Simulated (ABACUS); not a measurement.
# ZnSe (Stilleite) (F-43m) in ABACUS: notebook

The runs below take ZnSe (Stilleite) through band structure, equation of state, with BLYP.

Everything below comes from runs of ABACUS 3.10.1. Logs are shortened: lines on timing, memory, paths and dates and some standing lists are left out, and cuts for length are marked.

**Measured values to compare with.**

From “Alloy Disordering Effects on the Thermal Conductivity and Energy Gap Temperature Dependence of Cd1−xZnxSe Ternary Crystals Grown by the Bridgman Method”, 2023, pmc:10253836, for a bulk crystal of ZnSe at 300 K: band gap 2.695 ± 0.003 eV (an exciton energy, a little under the gap).

The results are compared with them further down.

## (1) Starting point

Symmetry: F-43m, No. 216, cubic system. The conventional cell has a = 5.668 Å, b = 5.668 Å, c = 5.668 Å, α = 90.00°, β = 90.00°, γ = 90.00°. Se (site symmetry -43m) is surrounded by 4 Zn at 2.45 Å. Around Zn (site symmetry -43m) lie 4 Se at 2.45 Å.

## (2) Band structure, BLYP

INPUT reads:

```
INPUT_PARAMETERS
suffix              ZnSe
calculation         nscf
basis_type          lcao
pseudo_dir          ./
orbital_dir         ./
symmetry            -1
dft_functional      GGA_X_B88+GGA_C_LYP
ecutwfc             100.0
pseudo_rcut         10
nspin               1
nbands              28
ks_solver           genelpa
smearing_method     fd
smearing_sigma      0.00367493
scf_thr             1e-07
scf_nmax            100
mixing_type         broyden
mixing_beta         0.7
init_chg            file
out_band            1
```

STRU reads:

```
ATOMIC_SPECIES
Se 78.9710 Se.upf
Zn 65.3800 Zn.upf

NUMERICAL_ORBITAL
Se_confined-atom_7au_2s2p2d.orb
Zn_confined-atom_7au_3s2p2d1f.orb

LATTICE_CONSTANT
1.8897261246

LATTICE_VECTORS
0.0000000000 2.8338000000 2.8338000000
2.8338000000 0.0000000000 2.8338000000
2.8338000000 2.8338000000 0.0000000000

ATOMIC_POSITIONS
Direct

Se
0.0
1
0.2500000000 0.2500000000 0.2500000000 1 1 1

Zn
0.0
1
0.0000000000 0.0000000000 0.0000000000 1 1 1
```

KPT reads:

```
K_POINTS
12
Line
0.00000000 0.00000000 0.00000000 10 // G
0.50000000 0.00000000 0.50000000 10 // X
0.50000000 0.25000000 0.75000000 10 // W
0.37500000 0.37500000 0.75000000 10 // K
0.00000000 0.00000000 0.00000000 10 // G
0.50000000 0.50000000 0.50000000 10 // L
0.62500000 0.25000000 0.62500000 10 // U
0.50000000 0.25000000 0.75000000 10 // W
0.50000000 0.50000000 0.50000000 10 // L
0.37500000 0.37500000 0.75000000 1 // K
0.62500000 0.25000000 0.62500000 10 // U
0.50000000 0.00000000 0.50000000 1 // X
```

Potentials or basis: Ansatz NC PBE, DZP LCAO (the cutoffs set its grid).

On the command line:

```console
OMP_NUM_THREADS=1 mpirun -np 4 abacus > log
```

running log:

```text
[... set-up lines left out ...]
 LCAO ALGORITHM --------------- ION=   1  ELEC=   1--------------------------------
[... levels at 102 k points of this process ...]

 Density error is 0.00000000000
----------------------------------------------------------
     Energy           Rydberg                 eV
----------------------------------------------------------
 E_KohnSham     -660.0369932399      -8980.2639988503
 E_KS(sigma->0) -660.0369932336      -8980.2639987640
 E_Harris       -660.0369932399      -8980.2639988503
 E_band         -72.2015790517       -982.3528797010
 E_one_elec     -488.4591633794      -6645.8278622730
 E_Hartree      249.9901757007       3401.2908335507
 E_xc           -92.8248758592       -1262.9472278271
 E_Ewald        -328.7431296894      -4472.7797421283
 E_entropy(-TS) -0.0000000127        -0.0000001725
 E_descf        0.0000000000         0.0000000000
 E_exx          0.0000000000         0.0000000000
 E_Fermi        0.6936686892         9.4378466974
----------------------------------------------------------

 charge density convergence is achieved
 final etot is -8980.2639989 eV
 EFERMI = 9.4378466974 eV

 STATE ENERGY(eV) AND OCCUPATIONS    NSPIN == 1
 1/102 kpoint (Cartesian) = 0.0000 0.0000 0.0000 (1274 pws)
       1       -116.759      0.0196078
       2       -70.7339      0.0196078
       3       -70.7339      0.0196078
       4       -70.7339      0.0196078
       5       -37.8144      0.0196078
       6       -37.8144      0.0196078
[... 20 lines left out ...]
      27        24.5524        0.00000
      28        24.5524        0.00000

 2/102 kpoint (Cartesian) = 0.0000 0.017644 0.0000 (1281 pws)
       1       -116.759      0.0196078
       2       -70.7339      0.0196078
       3       -70.7339      0.0196078
       4       -70.7339      0.0196078
       5       -37.8144      0.0196078
       6       -37.8144      0.0196078
[... 20 lines left out ...]
      27        24.6171        0.00000
      28        24.8813        0.00000

 3/102 kpoint (Cartesian) = 0.0000 0.035288 0.0000 (1283 pws)
       1       -116.759      0.0196078
       2       -70.7339      0.0196078
       3       -70.7339      0.0196078
       4       -70.7339      0.0196078
       5       -37.8144      0.0196078
       6       -37.8144      0.0196078
[... 20 lines left out ...]
      27        24.8235        0.00000
      28        25.6210        0.00000

 4/102 kpoint (Cartesian) = 0.0000 0.052932 0.0000 (1290 pws)
       1       -116.759      0.0196078
       2       -70.7339      0.0196078
       3       -70.7339      0.0196078
       4       -70.7339      0.0196078
       5       -37.8145      0.0196078
       6       -37.8144      0.0196078
[... 20 lines left out ...]
      27        25.1954        0.00000
      28        26.4618        0.00000

 5/102 kpoint (Cartesian) = 0.0000 0.070577 0.0000 (1298 pws)
       1       -116.759      0.0196078
       2       -70.7339      0.0196078
       3       -70.7339      0.0196078
       4       -70.7339      0.0196078
       5       -37.8145      0.0196078
       6       -37.8143      0.0196078
[... 20 lines left out ...]
      27        25.7371        0.00000
      28        27.3023        0.00000

 6/102 kpoint (Cartesian) = 0.0000 0.088221 0.0000 (1303 pws)
       1       -116.759      0.0196078
       2       -70.7339      0.0196078
       3       -70.7339      0.0196078
       4       -70.7339      0.0196078
       5       -37.8145      0.0196078
       6       -37.8142      0.0196078
[... 20 lines left out ...]
      27        26.3660        0.00000
      28        28.1715        0.00000

[... levels at 96 further k points ...]

 --------------------------------------------
 !FINAL_ETOT_IS -8980.263998850261 eV
 --------------------------------------------

 Output bands in file: OUT.ZnSe/BANDS_1.dat
```

stdout:

```text
[... set-up lines left out ...]

 UNIFORM GRID DIM        : 50 * 50 * 50
 UNIFORM GRID DIM(BIG)   : 10 * 10 * 10
func,idGGA_X_B88 106
func,idGGA_C_LYP 131
 ---------------------------------------------------------
 ---------------------------------------------------------
 SPIN    KPOINTS         PROCESSORS  THREADS     NBASE
 1       102             4           4           44
 ---------------------------------------------------------
 Use Systematically Improvable Atomic bases
 ---------------------------------------------------------
 ELEMENT ORBITALS        NBASE       NATOM       XC
 Se      2s2p2d-7au      18          1
 Zn      3s2p2d1f-7au    26          1
 ---------------------------------------------------------
 Initial plane wave basis and FFT box
 ---------------------------------------------------------
 -------------------------------------------
 NONSELF-CONSISTENT :
 -------------------------------------------
 START CHARGE      : file
 ITER       ETOT/eV          EDIFF/eV         DRHO     TIME/s
 GE1     -8.98026400e+03   0.00000000e+00   0.0000e+00   0.64
```

Run time: 1.4 s. Hardware: 4 MPI ranks of Intel Xeon Platinum 8259CL at 2.50GHz (Skylake/Cascade Lake), shared host; peak memory 0.44 GiB.

What came out:

| Item | Value |
| --- | --- |
| Band gap along the path | 1.35 eV, direct |

Levels at the corners of the path, in eV from the Fermi level:
| point | band 15 | band 16 | band 17 | band 18 | band 19 | band 20 | band 21 | band 22 |
| --- | --- | --- | --- | --- | --- | --- | --- | --- |
| Γ | -6.92 | -0.70 | -0.70 | -0.70 | 0.64 | 5.22 | 5.22 | 5.22 |
| X | -6.73 | -5.48 | -2.85 | -2.85 | 2.79 | 2.82 | 10.27 | 10.68 |
| W | -6.62 | -5.42 | -3.40 | -3.29 | 4.74 | 5.24 | 6.59 | 7.43 |
| K | -6.65 | -5.44 | -3.71 | -2.47 | 3.13 | 5.11 | 8.68 | 8.75 |
| Γ | -6.92 | -0.70 | -0.70 | -0.70 | 0.64 | 5.22 | 5.22 | 5.22 |
| L | -6.75 | -5.90 | -1.56 | -1.56 | 1.85 | 5.85 | 5.85 | 8.75 |
| U | -6.65 | -5.44 | -3.71 | -2.47 | 3.13 | 5.11 | 8.68 | 8.75 |
| W | -6.62 | -5.42 | -3.40 | -3.29 | 4.74 | 5.24 | 6.59 | 7.43 |
| L | -6.75 | -5.90 | -1.56 | -1.56 | 1.85 | 5.85 | 5.85 | 8.75 |
| K | -6.65 | -5.44 | -3.71 | -2.47 | 3.13 | 5.11 | 8.68 | 8.75 |
| U | -6.65 | -5.44 | -3.71 | -2.47 | 3.13 | 5.11 | 8.68 | 8.75 |
| X | -6.73 | -5.48 | -2.85 | -2.85 | 2.79 | 2.82 | 10.27 | 10.68 |

Caveat: the atomic orbitals were generated for these runs and aren't a published set; the density is read from an earlier self-consistent run, whose mesh may be coarse; the potentials were made for another functional, which shifts forces and pressure; the basis of atomic orbitals isn't converged, which shifts pressures, moduli and gaps.

## (3) Equation of state, BLYP, 21.39 Å³/atom (volume scaled by 0.94)

INPUT reads:

```
INPUT_PARAMETERS
suffix              ZnSe
calculation         scf
basis_type          lcao
pseudo_dir          ./
orbital_dir         ./
symmetry            1
dft_functional      GGA_X_B88+GGA_C_LYP
ecutwfc             100
pseudo_rcut         10
nspin               1
nbands              22
ks_solver           genelpa
smearing_method     fd
smearing_sigma      0.00367493
scf_thr             1e-07
scf_nmax            100
mixing_type         broyden
mixing_beta         0.7
cal_force           1
cal_stress          1
out_mul             1
```

STRU reads:

```
ATOMIC_SPECIES
Se 78.9710 Se.upf
Zn 65.3800 Zn.upf

NUMERICAL_ORBITAL
Se_confined-atom_7au_2s2p2d.orb
Zn_confined-atom_7au_3s2p2d1f.orb

LATTICE_CONSTANT
1.8897261246

LATTICE_VECTORS
0.0000000000 2.7759511149 2.7759511149
2.7759511149 0.0000000000 2.7759511149
2.7759511149 2.7759511149 0.0000000000

ATOMIC_POSITIONS
Direct

Se
0.0
1
0.7500000000 0.7500000000 0.7500000000 1 1 1

Zn
0.0
1
0.0000000000 0.0000000000 0.0000000000 1 1 1
```

KPT reads:

```
K_POINTS
0
Gamma
7 7 7 0 0 0
```

Potentials or basis: Ansatz NC PBE, DZP LCAO (the cutoffs set its grid).

On the command line:

```console
OMP_NUM_THREADS=1 mpirun -np 4 abacus > log
```

Run time: 5.8 s. Hardware: 4 MPI ranks of Intel Xeon Platinum 8259CL at 2.50GHz (Skylake/Cascade Lake), shared host; peak memory 0.44 GiB.

It converged, with:

| Item | Value |
| --- | --- |
| Free energy | -8979.8810 eV |
| Pressure | 11.2 GPa |
| Band gap on the k mesh | 1.62 eV, direct |
| Mulliken charges | Se -0.18; Zn +0.18 e |

Caveat: the atomic orbitals were generated for these runs and aren't a published set; Mulliken charges move with the basis; the potentials were made for another functional, which shifts forces and pressure; the basis of atomic orbitals isn't converged, which shifts pressures, moduli and gaps.

## (4) Equation of state, BLYP, 22.30 Å³/atom (volume scaled by 0.98)

INPUT is that of step 3.

STRU: that of step 3 with these lines changed.

```diff
@@ -12,5 +12,5 @@
 LATTICE_VECTORS
-0.0000000000 2.7759511149 2.7759511149
-2.7759511149 0.0000000000 2.7759511149
-2.7759511149 2.7759511149 0.0000000000
+0.0000000000 2.8147806350 2.8147806350
+2.8147806350 0.0000000000 2.8147806350
+2.8147806350 2.8147806350 0.0000000000
```

KPT is that of step 3.

On the command line:

```console
OMP_NUM_THREADS=1 mpirun -np 4 abacus > log
```

Run time: 5.6 s. Hardware: 4 MPI ranks of Intel Xeon Platinum 8259CL at 2.50GHz (Skylake/Cascade Lake), shared host; peak memory 0.44 GiB.

Results (log left out):

```
Free energy            : -8979.9865 eV
Pressure               : 7.5 GPa
Band gap on the k mesh : 1.44 eV, direct
Mulliken charges       : Se -0.21; Zn +0.21 e
```

Caveat: the atomic orbitals were generated for these runs and aren't a published set; Mulliken charges move with the basis; the potentials were made for another functional, which shifts forces and pressure; the basis of atomic orbitals isn't converged, which shifts pressures, moduli and gaps.

## (5) Equation of state, BLYP, 23.21 Å³/atom (volume scaled by 1.02)

INPUT is that of step 4.

STRU: that of step 4 with these lines changed.

```diff
@@ -12,5 +12,5 @@
 LATTICE_VECTORS
-0.0000000000 2.8147806350 2.8147806350
-2.8147806350 0.0000000000 2.8147806350
-2.8147806350 2.8147806350 0.0000000000
+0.0000000000 2.8525674344 2.8525674344
+2.8525674344 0.0000000000 2.8525674344
+2.8525674344 2.8525674344 0.0000000000
```

KPT is that of step 4.

On the command line:

```console
OMP_NUM_THREADS=1 mpirun -np 4 abacus > log
```

Run time: 6.6 s. Hardware: 4 MPI ranks of Intel Xeon Platinum 8259CL at 2.50GHz (Skylake/Cascade Lake), shared host; peak memory 0.44 GiB.

Results (log left out):

```
Free energy            : -8980.0534 eV
Pressure               : 4.4 GPa
Band gap on the k mesh : 1.26 eV, direct
Mulliken charges       : Se -0.25; Zn +0.25 e
```

Caveat: the atomic orbitals were generated for these runs and aren't a published set; Mulliken charges move with the basis; the potentials were made for another functional, which shifts forces and pressure; the basis of atomic orbitals isn't converged, which shifts pressures, moduli and gaps.

## (6) Equation of state, BLYP, 24.12 Å³/atom (volume scaled by 1.06)

INPUT is that of step 5.

STRU: that of step 5 with these lines changed.

```diff
@@ -12,5 +12,5 @@
 LATTICE_VECTORS
-0.0000000000 2.8525674344 2.8525674344
-2.8525674344 0.0000000000 2.8525674344
-2.8525674344 2.8525674344 0.0000000000
+0.0000000000 2.8893788162 2.8893788162
+2.8893788162 0.0000000000 2.8893788162
+2.8893788162 2.8893788162 0.0000000000
```

KPT is that of step 5.

Potentials or basis: Ansatz NC PBE, DZP LCAO (the cutoffs set its grid).

On the command line:

```console
OMP_NUM_THREADS=1 mpirun -np 4 abacus > log
```

Wall time 6.2 s (4 MPI ranks of Intel Xeon Platinum 8259CL at 2.50GHz (Skylake/Cascade Lake), shared host); peak memory 0.44 GiB.

The run converged. Its results:

```
Free energy            : -8980.0893 eV
Pressure               : 2.0 GPa
Band gap on the k mesh : 1.10 eV, direct
Mulliken charges       : Se -0.28; Zn +0.28 e
```

Caveat: the atomic orbitals were generated for these runs and aren't a published set; Mulliken charges move with the basis; the potentials were made for another functional, which shifts forces and pressure; the basis of atomic orbitals isn't converged, which shifts pressures, moduli and gaps.

## (7) Equation of state, BLYP

Potentials or basis: Ansatz NC PBE, DZP LCAO (the cutoffs set its grid).

This step only gathers the single runs of the series.

Results:

| Item | Value |
| --- | --- |
| Equilibrium volume | 25.04 Å³/atom (rough: see the caveat) |
| Bulk modulus | 49 GPa (rough) |

Energy against volume, from the lowest point:
```csv
volume (Å³/atom),energy (meV/atom)
21.391,104.14
22.301,51.40
23.212,17.95
24.122,0.00
```

Caveat: the atomic orbitals were generated for these runs and aren't a published set; the minimum lies outside the volumes run; the potentials were made for another functional, which shifts forces and pressure; the basis of atomic orbitals isn't converged, which shifts pressures, moduli and gaps.

## (8) Comparison with measurements

Step 2. A measured gap of ZnSe is 2.695 eV (an exciton energy, a little under the gap; 300 K; “Alloy Disordering Effects on the Thermal Conductivity and Energy Gap Temperature Dependence of Cd1−xZnxSe Ternary Crystals Grown by the Bridgman Method”, 2023, pmc:10253836); the calculated 1.35 eV misses it by -1.35 eV. Spin-orbit coupling on Se is left out. The value is that of BLYP in an atomic basis (Ansatz NC PBE, DZP LCAO (the cutoffs set its grid)), whose error adds to the functional's,, without temperature or zero-point motion. Semilocal functionals fall short of measured gaps as a rule.
